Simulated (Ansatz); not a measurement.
The parent structure is ZnTe in the zinc blende structure (space group F-43m, No. 216; a = 6.1792 Å). Axes: x, y, z lie along the cube axes.

The values are results of PBE (Ansatz, an electronic-structure program, PAW, no spin-orbit coupling), earlier PAW set, not measurements.

Base values:

```
Property            Result
-------------  -----------
Gap character  direct at Γ
```

Perturbation: biaxial strain −0.34 %, plane normal [001], relaxed out of plane (Cartesian); in-plane vectors clamped, the third vector and the atoms free.

Problem. Estimate the effect on the out-of-plane strain and gap character.

Solution. The out-of-plane strain amounts to +0.35 %; the gap character remains direct at Γ.

With Te present, leaving out spin-orbit coupling can change the band edges. No phonon test of stability was made. Labels are those of the standard path for the cell's own space group.
